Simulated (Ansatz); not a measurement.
The cell is COD entry 9016084, as deposited and not checked against the literature; nothing was relaxed. The listed cell was then made from it by scaling, straining or moving an atom.

BaTiO3: DFT, PBE, all-electron PAW with datasets made for the crystal, scalar-relativistic (Ansatz 0.2.0). What sets it apart from a plain run of this crystal: zz strain of +3 %.

Command: `ansatz run input.yaml --threads 2 --pin off --max-ram 6144MiB --backend cpu --events-out ev --progress --plain --runs-dir out` The run took 36 s on 2 threads of Intel(R) Xeon(R) 6975P-C (Granite Rapids), with other jobs on the host, peak memory 1.8 GiB.

```yaml
crystal:
  lattice:
    - [3.9841, 0.0, 0.0]
    - [0.0, 2.83705, 2.931174]
    - [0.0, -2.83705, 2.931174]
  atoms:
    - { symbol: Ba, position: [0.0, 0.0, 0.0] }
    - { symbol: Ti, position: [0.5, 0.5079, 0.5079] }
    - { symbol: O, position: [0.0, 0.4921, 0.4921] }
    - { symbol: O, position: [0.5, 0.50251, 0.99371] }
    - { symbol: O, position: [0.5, 0.99371, 0.50251] }
kpoints:
  mp_grid: { grid: [8, 8, 8] }
scf:
  occupations: { method: fermi_dirac, width: 0.05 }
hamiltonian:
  xc: pbe
  pseudopotentials: { kind: all_electron, datasets: crystal }
output:
  forces: true
  stress: true
  eigenvalues: true
  efg: { contact_densities: true }
```

Output (standing set-up lines are left out):

```
hamiltonian.pseudopotentials.datasets: crystal makes datasets for this crystal and solves the spheres of its atoms anew in each pass: cutoff 540.0 eV, the density's 2160.0 eV; for an error of 0.50 meV an atom under PBE, 2.5 meV for the cell; an energy difference from a run of another recipe may be off by several times the error for the cell, under r2SCAN by more, where some 0.1 meV an atom stays at smaller errors; O in spheres of 0.910 Å, 6 of its electrons in bands; Ti in spheres of 1.064 Å, 12 of its electrons in bands; Ba in spheres of 1.376 Å, 10 of its electrons in bands
Pseudopotential: Ba, paw, valence charge 10, recommended cutoff 540 eV (normal), Koelling and Harmon's equation, gaussian nucleus
Pseudopotential: Ti, paw, valence charge 12, recommended cutoff 540 eV (normal), Koelling and Harmon's equation, gaussian nucleus
Pseudopotential: O, paw, valence charge 6, recommended cutoff 540 eV (normal), Koelling and Harmon's equation, gaussian nucleus
Crystal: 5 atoms, lattice volume = 66.263 Å³
Basis set: ecut = 540 eV, 1887 PW (Γ), exchange–correlation on 64×64×64 points (8 copies of the dense FFT grid, shifted against one another)
PAW one-centre angular grid: Ti, 590 points (default); XC on its mesh's 1865 points in the sphere
PAW one-centre angular grid: O, 110 points (default); XC on its mesh's 1913 points in the sphere
iter 1 solved again at ethr=6.90e-2 eV; its pass at ethr=1.00e-1 eV (dr2=2.76e1 eV) is discarded
SCF iter   1: F=—  HF=-250765.130294 eV  |F-HF|=—  |Δ(HF+E_count)|=         —  Δρ=1.97e-1  dr2=2.76e1  ethr=6.90e-2  ⟨swp⟩=2.2  Hψ=12975  notcnv=0
preconditioner: auto → Resta (q_TF=auto, 2.508 Å⁻¹)  ε∞=3.5  [insulator: Δε(μ)=6.004 eV  Ē_g=17.932 eV  σ=0.050 eV  W_gap=1.00  n_scr=18 (ndim 8)  ℏωp=28.1 eV  f_vac=0.000  D(μ)=0.00/eV (n_scr^D=0)  ε∞_Penn≈3.5]
SCF iter   2: F=—  HF=-250759.639421 eV  |F-HF|=—  |Δ(HF+E_count)|=    5.49e0  Δρ=1.10e-1  dr2=5.83e0  ethr=6.90e-2  ⟨swp⟩=4.1  Hψ=7032  notcnv=0  defer=10
SCF iter   3: F=—  HF=-250758.906089 eV  |F-HF|=—  |Δ(HF+E_count)|=   7.33e-1  Δρ=3.44e-2  dr2=9.24e-1  ethr=1.46e-2  ⟨swp⟩=3.2  Hψ=6166  notcnv=0  defer=16
SCF iter   4: F=—  HF=-250758.875043 eV  |F-HF|=—  |Δ(HF+E_count)|=   3.10e-2  Δρ=3.14e-2  dr2=7.52e-1  ethr=2.31e-3  ⟨swp⟩=4.3  Hψ=6673  notcnv=0  defer=3
SCF iter   5: F=—  HF=-250758.817101 eV  |F-HF|=—  |Δ(HF+E_count)|=   5.79e-2  Δρ=2.03e-2  dr2=3.37e-1  ethr=1.88e-3  ⟨swp⟩=2.0  Hψ=5254  notcnv=0  defer=1
iter 6 solved again at ethr=9.46e-6 eV; its pass at ethr=8.42e-4 eV (dr2=3.78e-3 eV) is discarded
SCF iter   6: F=—  HF=-250758.770468 eV  |F-HF|=—  |Δ(HF+E_count)|=   4.66e-2  Δρ=2.04e-3  dr2=3.44e-3  ethr=9.46e-6  ⟨swp⟩=4.1  Hψ=14192  notcnv=0  defer=12
eigensolver tolerance schedule: the retry pair's looser diagonalisation over-reported the residual by 0.10 of it (diagonalisation noise at 0.10 of the residual, at the tolerance the schedule requests for it); recorded, not acted on — ethr = c·dr2/N_el stays at c = 1.0e-1
SCF iter   7: F=—  HF=-250758.770101 eV  |F-HF|=—  |Δ(HF+E_count)|=   3.66e-4  Δρ=7.85e-4  dr2=3.33e-4  ethr=8.61e-6  ⟨swp⟩=3.2  Hψ=5107  notcnv=0  defer=26
SCF iter   8: F=—  HF=-250758.770129 eV  |F-HF|=—  |Δ(HF+E_count)|=   2.81e-5  Δρ=6.01e-4  dr2=1.89e-4  ethr=8.33e-7  ⟨swp⟩=3.7  Hψ=7093  notcnv=0  defer=4
SCF iter   9: F=—  HF=-250758.770110 eV  |F-HF|=—  |Δ(HF+E_count)|=   1.89e-5  Δρ=7.29e-5  dr2=3.19e-6  ethr=4.74e-7  ⟨swp⟩=3.0  Hψ=5368  notcnv=0  defer=2
SCF iter  10: F=—  HF=-250758.770069 eV  |F-HF|=—  |Δ(HF+E_count)|=   4.17e-5  Δρ=2.87e-5  dr2=5.94e-7  ethr=7.98e-9  ⟨swp⟩=4.0  Hψ=7455  notcnv=0  defer=2
SCF iter  11: F=-250758.770069 eV  HF=-250758.770069 eV  |F-HF|=1.29e-8  |Δ(HF+E_count)|=   7.60e-8  Δρ=5.32e-6  dr2=1.03e-8  ethr=1.49e-9  ⟨swp⟩=2.8  Hψ=4861  notcnv=0  defer=1
SCF 1 converged in 11 iterations: F = -250758.770068 eV  dr2 = 1.03e-8
  Residual-converged pass: ⟨swp⟩=4.9  Hψ=8908  notcnv=0  max |occ|·‖R‖ = 6.6e-6 eV (tolerance 6.7e-6 eV)  dr2=1.06e-8  dr2_onsite=5.95e-9  max |Δocc| = 2.7e-11
  greatest PAW one-centre occupation: 0.987 electrons in one spin orbital (limit 2), on the Ti atom at site 1 (counted from 0), in its partial waves of l = 0
SCF converged after 11 iterations
Free energy (F): -250758.770068 eV
Harris-Foulkes:  -250758.770068 eV  (|F-HF|=1.29e-8)
Internal energy: -250758.770068 eV  (E = F + TS)
E sigma→0 (E₀):  -250758.770068 eV
Past the cutoff: the bands carry plane waves up to 1.75 times it, of which those up to 1.5 times it add -0.000102 eV an atom, each by itself; the spheres take 0.000060 eV an atom off the energy for waves past 1.75 times it
By the cutoff:   a pressure is off by up to 0.005 GPa (1.2 times the spheres' own share and the shells' term, over an atom's volume, and 0.004 GPa: a bound that held against runs at twice the plane waves)
Past the cutoffs: a stress includes 0.0007 GPa for waves and charges beyond them, in addition to the slope of what the spheres take
In the spheres:  the bands' charges fall short by 2.6e-6 e at most (sound up to 1e-3)
Fermi energy:    12.655811 eV
--- Per-component energies (eV) ---
  The terms above E_closure are by the made datasets' own strengths, without shells solved beside the bands.
--- Forces (eV/Å), atoms counted from 1 ---
  atom   1  Ba     0.00000000     0.00000000     0.09446208
  atom   2  Ti     0.00000000     0.00000000     0.37016322
  atom   3  O      0.00000000     0.00000000     0.07600214
  atom   4  O      0.00000000     0.07964257    -0.27031812
  atom   5  O      0.00000000    -0.07964257    -0.27031812
  max |Σ_I F_I| component: 8.80e-6 eV/Å
--- Stress (GPa, compression-positive) ---
       -0.432325       0.000000       0.000000
        0.000000      -0.097472      -0.000000
        0.000000      -0.000000      -7.433393
  P = ⅓ Tr σ = -2.6544 GPa (-26.544 kbar)
--- PAW observables at the nuclei: V_zz in 10²¹ V/m², potentials from the cell's mean, atoms counted from 1 ---
  atom   1  Ba V_zz =    -1.610845   η = 0.8275   by run symmetry: allowed
            electrostatic potential = -9627.150443 V   contact ρ = 2065096.726226 e/Å³
  atom   2  Ti V_zz =    -1.860722   η = 0.6128   by run symmetry: allowed
            electrostatic potential = -2529.159453 V   contact ρ = 56837.975721 e/Å³
  atom   3  O  V_zz =    +2.273999   η = 0.1281   by run symmetry: allowed
            electrostatic potential = -627.508328 V   contact ρ = 2158.048219 e/Å³
  atom   4  O  V_zz =    +2.976561   η = 0.1781   by run symmetry: allowed
            electrostatic potential = -627.557437 V   contact ρ = 2158.068958 e/Å³
  atom   5  O  V_zz =    +2.976561   η = 0.1781   by run symmetry: allowed
            electrostatic potential = -627.557437 V   contact ρ = 2158.068958 e/Å³
--- Band table (eV; the first three rows and the last of 105) ---
  k-point 0: bands = ["-44.9173", "-21.1399", "-21.1282", "-21.1132", "-12.9972", "-5.0462", "-4.3933", "-4.3151", "1.7550", "1.8388", "1.8695", "9.3595", "9.4836", "9.5338", "10.5700", "10.6982", "10.7023", "11.4678", "11.5107", "11.6513", "13.4809", "13.5197"]
  k-point 1: bands = ["-44.9172", "-21.1430", "-21.1280", "-21.1158", "-12.9834", "-5.0574", "-4.3824", "-4.3096", "1.7971", "1.8754", "1.8897", "9.1927", "9.4306", "9.4518", "10.4229", "10.5481", "10.5864", "11.1686", "11.4169", "11.4887", "13.5646", "13.7904"]
  k-point 2: bands = ["-44.9169", "-21.1530", "-21.1274", "-21.1196", "-12.9497", "-5.1149", "-4.3652", "-4.2493", "1.8661", "1.9394", "1.9960", "8.6788", "9.2722", "9.3483", "10.1483", "10.2671", "10.3311", "10.5538", "11.2298", "11.2796", "13.6236", "14.3595"]
  k-point 104: bands = ["-44.9148", "-21.1776", "-21.1737", "-21.1498", "-12.7704", "-4.2050", "-4.1817", "-4.1049", "1.1207", "1.1890", "1.2237", "7.3560", "7.9825", "8.1422", "9.2402", "9.3954", "9.5123", "11.7001", "11.7187", "11.7807", "15.7011", "15.7759"]
```
